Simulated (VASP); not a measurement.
# WSe2 (P6_3/mmc) in VASP: further runs, part 2 of 2

VASP 6.6.1.

## 3. Relaxation of cell and atoms, PBE+D3(BJ)

Contents of INCAR:

```
SYSTEM = WSe2
PREC = Accurate
ENCUT = 600
EDIFF = 1E-6
ISMEAR = 0
SIGMA = 0.03
LREAL = .FALSE.
LASPH = .TRUE.
NELM = 80
ALGO = Normal
ISIF = 3
LWAVE = .FALSE.
LCHARG = .FALSE.
GGA = PE
IVDW = 12
IBRION = 2
NSW = 90
EDIFFG = -0.01
KPAR = 2
```

Contents of KPOINTS:

```
Automatic mesh
0
G
  9 9 2
  0 0 0
```

Contents of POSCAR:

```
WSe2
1.0
    3.2900000000      0.0000000000      0.0000000000
   -1.6450000000      2.8492235785      0.0000000000
    0.0000000000      0.0000000000     12.9700000000
W Se
2 4
Direct
    0.3333333333      0.6666666667      0.2500000000
    0.6666666667      0.3333333333      0.7500000000
    0.3333333333      0.6666666667      0.6210000000
    0.6666666667      0.3333333333      0.1210000000
    0.3333333333      0.6666666667      0.8790000000
    0.6666666667      0.3333333333      0.3790000000
```

Potentials or basis: VASP PAW PBE potentials, release 64 (W_sv, Se).

Run with:

```bash
> cat potpaw_PBE.64/W_sv/POTCAR potpaw_PBE.64/Se/POTCAR > POTCAR
> mpirun -np 2 vasp_std > vasp.out
```

OUTCAR:

```text
SYSTEM = WSe2
   PREC = Accurate
   ENCUT = 600
   EDIFF = 1E-6
   ISMEAR = 0
   LREAL = .FALSE.
   LASPH = .TRUE.
   NELM = 80
   ISIF = 3
   GGA = PE
   IVDW = 12
   IBRION = 2
   NSW = 90
   EDIFFG = -0.01
 IVDW          = 12

 ion  position               nearest neighbor table
   1  0.333  0.667  0.250-   4 2.53   6 2.53   4 2.53   6 2.53   4 2.53   6 2.53
   2  0.667  0.333  0.750-   3 2.53   5 2.53   3 2.53   5 2.53   3 2.53   5 2.53
   3  0.333  0.667  0.621-   2 2.53   2 2.53   2 2.53
   4  0.667  0.333  0.121-   1 2.53   1 2.53   1 2.53
   5  0.333  0.667  0.879-   2 2.53   2 2.53   2 2.53
   6  0.667  0.333  0.379-   1 2.53   1 2.53   1 2.53

  LATTYP: Found a hexagonal cell.
 ALAT       =     3.2900000000
 C/A-ratio  =     3.9422492401

  Lattice vectors:

 A1 = (   3.2900000000,   0.0000000000,   0.0000000000)
 A2 = (  -1.6450000000,   2.8492235785,   0.0000000000)
 A3 = (   0.0000000000,   0.0000000000,  12.9700000000)

Analysis of symmetry for initial positions (statically):
=====================================================================
 Subroutine PRICEL returns:
 Original cell was already a primitive cell.

 Routine SETGRP: Setting up the symmetry group for a
 hexagonal supercell.

 Subroutine GETGRP returns: Found 24 space group operations
 (whereof 12 operations were pure point group operations)
 out of a pool of 24 trial point group operations.

The static configuration has the point symmetry D_3d.
 The point group associated with its full space group is D_6h.

Analysis of symmetry for dynamics (positions and initial velocities):
=====================================================================
 Subroutine PRICEL returns:
 Original cell was already a primitive cell.

 Routine SETGRP: Setting up the symmetry group for a
 hexagonal supercell.

 Subroutine GETGRP returns: Found 24 space group operations
 (whereof 12 operations were pure point group operations)
 out of a pool of 24 trial point group operations.

The dynamic configuration has the point symmetry D_3d.
 The point group associated with its full space group is D_6h.

 Subroutine INISYM returns: Found 24 space group operations
 (whereof 12 operations are pure point group operations),
 and found     1 'primitive' translations

----------------------------------------------------------------------------------------

                                     Primitive cell

  volume of cell :     121.5801

  direct lattice vectors                    reciprocal lattice vectors
     3.290000000  0.000000000  0.000000000     0.303951368  0.175486404  0.000000000
    -1.645000000  2.849223579  0.000000000     0.000000000  0.350972808  0.000000000
     0.000000000  0.000000000 12.970000000     0.000000000  0.000000000  0.077101002

  length of vectors
     3.290000000  3.290000000 12.970000000     0.350972808  0.350972808  0.077101002

  position of ions in fractional coordinates (direct lattice)
     0.333333333  0.666666667  0.250000000
     0.666666667  0.333333333  0.750000000
     0.333333333  0.666666667  0.621000000
     0.666666667  0.333333333  0.121000000
     0.333333333  0.666666667  0.879000000
     0.666666667  0.333333333  0.379000000

  ion indices of the primitive-cell ions
   primitive index   ion index
                 1           1
                 2           2
                 3           3
                 4           4
                 5           5
                 6           6

----------------------------------------------------------------------------------------

 KPOINTS: Automatic mesh

Automatic generation of k-mesh.
 Grid dimensions read from file:
 generate k-points for:    9    9    2

 Generating k-lattice:

  Cartesian coordinates                     Fractional coordinates (reciprocal lattice)
     0.033772374  0.019498489  0.000000000     0.111111111 -0.000000000  0.000000000
     0.000000000  0.038996979  0.000000000     0.000000000  0.111111111  0.000000000
     0.000000000  0.000000000  0.038550501     0.000000000  0.000000000  0.500000000

  Length of vectors
     0.038996979  0.038996979  0.038550501

  Shift w.r.t. Gamma in fractional coordinates (k-lattice)
     0.000000000  0.000000000  0.000000000

 Subroutine IBZKPT returns following result:
 ===========================================

 Found     24 irreducible k-points:

 Following reciprocal coordinates:
            Coordinates               Weight
  0.000000  0.000000  0.000000      1.000000
  0.111111  0.000000  0.000000      6.000000
  0.222222 -0.000000  0.000000      6.000000
  0.333333  0.000000  0.000000      6.000000
  0.444444 -0.000000  0.000000      6.000000
  0.111111  0.111111  0.000000      6.000000
[... 16 lines left out ...]
  0.333333  0.222222  0.500000     12.000000
  0.333333  0.333333  0.500000      2.000000
   k-points           NKPTS =     24   k-points in BZ     NKDIM =     24   number of bands    NBANDS=     31
   number of dos      NEDOS =    301   number of ions     NIONS =      6
   total plane-waves  NPLWV =  84672
   dimension x,y,z NGX =    28 NGY =   28 NGZ =  108
   dimension x,y,z NGXF=    56 NGYF=   56 NGZF=  216
   ions per type =               2   4
   NGX,Y,Z   is equivalent  to a cutoff of  14.15, 14.15, 13.84 a.u.
   NGXF,Y,Z  is equivalent  to a cutoff of  28.30, 28.30, 27.69 a.u.
 SYSTEM =  WSe2
   PREC   = accura    normal or accurate (medium, high low for compatibility)
   ISTART =      0    job   : 0-new  1-cont  2-samecut
   ICHARG =      2    charge: 1-file 2-atom 10-const
   ISPIN  =      1    spin polarized calculation?
   LNONCOLLINEAR =      F non collinear calculations
   LSORBIT =      F    spin-orbit coupling
   LASPH  =      T    aspherical Exc in radial PAW
   ENCUT  =  600.0 eV  44.10 Ry    6.64 a.u.   6.57  6.57 25.90*2*pi/ulx,y,z
   NELM   =     80;   NELMIN=  2; NELMDL= -5     # of ELM steps
   EDIFF  = 0.1E-05   stopping-criterion for ELM
   LREAL  =      F    real-space projection
   EDIFFG = -.1E-01   stopping-criterion for IOM
   NSW    =     90    number of steps for IOM
   IBRION =      2    ionic relax: 0-MD 1-quasi-New 2-CG
   NFREE  =      1    steps in history (QN), initial steepest desc. (CG)
   ISIF   =      3    stress and relaxation
   ISYM   =      2    0-nonsym 1-usesym 2-fastsym
   POTIM  = 0.5000    time-step for ionic-motion
   TEBEG  =    0.0;   TEEND  =   0.0 temperature during run
   PSTRESS=    0.0 pullay stress
   NELECT =      52.0000    total number of electrons
   NUPDOWN=      -1.0000    fix difference up-down
   EMIN   =  10.00;   EMAX   =-10.00  energy-range for DOS
   EFERMI =   0.00;   METHOD = LEGACY
   ISMEAR =     0;   SIGMA  =   0.03  broadening in eV -4-tet -1-fermi 0-gaus
   EFERMI_NEDOS =   21; number of points for ismear=-14 and -15
   IALGO  =     38    algorithm
   IMIX   =      4    mixing-type and parameters
     AMIX     =   0.40;   BMIX     =  1.00
     AMIX_MAG =   1.60;   BMIX_MAG =  1.00
  volume/ion in A,a.u.               =      20.26       136.74
  Fermi-wavevector in a.u.,A,eV,Ry     =   1.233451  2.330884 20.699914  1.521401
  Thomas-Fermi vector in A             =   2.368180
   LORBIT       =      0    0 simple, 1 ext, 2 COOP (PROOUT), +10 PAW based schemes
   GGA     = PE    functional components
   LHFCALC =     F    Hartree Fock is set to
   AEXX    =    0.0000 exact exchange contribution
   IVDW    =    12    specifies the selected vdW correction
   LEPSILON=     F    determine dielectric tensor
   LRPA    =     F    only Hartree local field effects (RPA)
 conjugate gradient relaxation of ions
 non-spin polarized calculation
 Gauss-broadening in eV      SIGMA  =   0.03
  energy-cutoff  :      600.00
  volume of cell :      121.58
 maximum number of plane-waves:      4120
 NGX is ok and might be reduce to    28
   NGX = 13   NGY = 13   NGZ = 51

--------------------------------------- Ionic step        1  -------------------------------------------

 number of electron      51.9999998 magnetization

 Free energy of the ion-electron system (eV)
  ---------------------------------------------------
  ext. energy  EPLUGINS =         0.00000000
  ---------------------------------------------------
  free energy    TOTEN  =       -43.12908252 eV

  energy without entropy =      -43.12908252  energy(sigma->0) =      -43.12908252

------------------------ aborting loop because EDIFF is reached ----------------------------------------

 Edisp (eV)   -2.79099

 E8    (eV) :    -1.2448

  FORCE on cell =-STRESS in cart. coord.  units (eV):
  Direction    XX          YY          ZZ          XY          YZ          ZX
  --------------------------------------------------------------------------------------
  -------------------------------------------------------------------------------------
  Total      -0.06508    -0.06508     0.70847    -0.00000    -0.00000     0.00000
  in kB      -0.85765    -0.85765     9.33619    -0.00000    -0.00000     0.00000
  external pressure =        2.54 kB  Pullay stress =        0.00 kB
[... 289 lines left out ...]
  energy  without entropy=      -45.9313352014  energy(sigma->0) =      -45.93133520

--------------------------------------- Ionic step        8  -------------------------------------------

 number of electron      52.0000002 magnetization

 Free energy of the ion-electron system (eV)
  ---------------------------------------------------
  ext. energy  EPLUGINS =         0.00000000
  ---------------------------------------------------
  free energy    TOTEN  =       -43.08363912 eV

  energy without entropy =      -43.08363912  energy(sigma->0) =      -43.08363912

 E-fermi :   6.7270     XC(G=0): -10.8906

 val. band max:        6.5038229693   @ k =   0.0000   0.0000   0.0000
 cond. band min:       7.4950955045   @ k =   0.2222   0.1111   0.0000
 fundamental gap:      0.9912725352
 Fermi energy:         6.7270119091

 k-point     1 :       0.0000    0.0000    0.0000
  band No.  band energies     occupation
      1     -67.8422      2.00000
      2     -67.8422      2.00000
      3     -32.0903      2.00000
      4     -32.0903      2.00000
      5     -31.9548      2.00000
      6     -31.9548      2.00000
[... 842 lines left out ...]
  FREE ENERGIE OF THE ION-ELECTRON SYSTEM (eV)
  ---------------------------------------------------
  free  energy   TOTEN  =       -45.9316686514 eV

  energy  without entropy=      -45.9316686514  energy(sigma->0) =      -45.93166865

 reached required accuracy - stopping structural energy minimisation
```

Run time: 3.8 min. Hardware: 2 MPI ranks of Intel Xeon Platinum 8559C (Emerald Rapids), shared host; peak memory 0.34 GiB.

Results:

```
Free energy                            : -45.9317 eV
Relaxed volume                         : 19.88 Å³/atom
Relaxed cell                           : a = 3.281 Å, b = 3.281 Å, c = 12.792 Å, α = 90.00°, β = 90.00°, γ = 120.00°
Space group after relaxing (to 0.05 Å) : P6_3/mmc (No. 194)
Energy gained by relaxing              : 1.9 meV/atom
Ionic steps                            : 8
Pressure after relaxing                : 0.0 GPa
Band gap on the k mesh                 : 0.99 eV, indirect (least direct gap 1.56 eV)
Dispersion energy per atom             : -0.475 eV
```

Forces on the atoms (eV/Å):
```
W    0.000  0.000  0.000
W    0.000  0.000  0.000
Se   0.000  0.000 -0.002
Se   0.000  0.000 -0.002
Se   0.000  0.000  0.002
Se   0.000  0.000  0.002
```

Step by step:
```csv
step,energy change (eV),largest force (eV/Å),pressure (GPa),volume (Å³)
1,0.0000,0.2220,0.25,121.58
2,-0.0001,0.1180,-1.41,122.14
3,-0.0034,0.0495,-0.59,121.86
4,-0.0061,0.0522,0.00,120.88
5,-0.0061,0.0527,0.05,120.78
6,-0.0079,0.0435,0.02,120.50
7,-0.0113,0.0157,0.00,119.66
8,-0.0116,0.0021,0.00,119.28
```

Final structure:
```
CELL_PARAMETERS angstrom
3.28134 0.00000 0.00000
-1.64067 2.84173 0.00000
0.00000 0.00000 12.79166
ATOMIC_POSITIONS crystal
W 0.33333 0.66667 0.25000
W 0.66667 0.33333 0.75000
Se 0.33333 0.66667 0.61819
Se 0.66667 0.33333 0.11819
Se 0.33333 0.66667 0.88181
Se 0.66667 0.33333 0.38181
```

Caveat: spin-orbit coupling is left out, which moves the levels of the heavy elements; an odd mesh through Γ misses points on the zone boundary, where band edges often lie. A hybrid or GW would open this gap; PBE tends to underestimate it.

## 4. Relaxation of cell and atoms, PBE+D3(BJ)

This run uses another cell than the first one, of 19.88 Å³/atom, 0.981 times its volume.

Changes to INCAR since step 3:

```diff
@@ -3,3 +3,3 @@
 ENCUT = 600
-EDIFF = 1E-6
+EDIFF = 1E-7
 ISMEAR = 0
@@ -17,3 +17,3 @@
 NSW = 90
-EDIFFG = -0.01
+EDIFFG = -0.005
 KPAR = 2
```

KPOINTS is that of step 3.

Contents of POSCAR:

```
WSe2                                    
1.0
    3.2813445385     -0.0000000000      0.0000000000
   -1.6406722692      2.8417277289      0.0000000000
   -0.0000000000      0.0000000000     12.7916582921
  W               Se            
     2     4
Direct
     0.3333333332999970    0.6666666667000030    0.2500000000000000
     0.6666666667000030    0.3333333332999970    0.7500000000000000
     0.3333333332999970    0.6666666667000030    0.6181949418054228
     0.6666666667000030    0.3333333332999970    0.1181949418054227
     0.3333333332999970    0.6666666667000030    0.8818050581945772
     0.6666666667000030    0.3333333332999970    0.3818050581945773
```

Run with:

```bash
> cat potpaw_PBE.64/W_sv/POTCAR potpaw_PBE.64/Se/POTCAR > POTCAR
> mpirun -np 2 vasp_std > vasp.out
```

It took 54 s on 2 MPI ranks of Intel Xeon Platinum 8559C (Emerald Rapids), shared host; peak memory 0.31 GiB.

Results (log left out):

| Quantity | Value |
| --- | --- |
| Free energy | -45.9314 eV |
| Pressure after relaxing | 0.0 GPa |
| Band gap on the k mesh | 0.99 eV, indirect (least direct gap 1.56 eV) |
| Dispersion energy per atom | -0.475 eV |

Forces in eV/Å, atoms in the order of the input:
```
W    0.000  0.000  0.000
W    0.000  0.000  0.000
Se   0.000  0.000 -0.002
Se   0.000  0.000 -0.002
Se   0.000  0.000  0.002
Se   0.000  0.000  0.002
```

Final structure:
```xyz
6
Lattice="3.2813 0.0000 0.0000 -1.6407 2.8417 0.0000 0.0000 0.0000 12.7917" Properties=species:S:1:pos:R:3 pbc="T T T"
W     0.0000    1.8945    3.1979
W     1.6407    0.9472    9.5937
Se    0.0000    1.8945    7.9077
Se    1.6407    0.9472    1.5119
Se    0.0000    1.8945   11.2797
Se    1.6407    0.9472    4.8839
```

Levels at points of the mesh, in eV from the valence-band top:
```csv
k point,band 22,band 23,band 24,band 25,band 26,band 27,band 28,band 29,band 30,band 31
"(0.00, 0.00, 0.00)",-1.45,-1.45,-1.19,-0.96,0.00,2.62,2.63,2.67,2.68,2.69
"(0.00, 0.00, 0.50)",-1.49,-1.49,-1.49,-0.20,-0.20,2.62,2.62,2.62,2.62,2.83
```

Caveat: the relaxation stopped at its first step, so nothing moved; spin-orbit coupling is left out, which moves the levels of the heavy elements; an odd mesh through Γ misses points on the zone boundary, where band edges often lie.
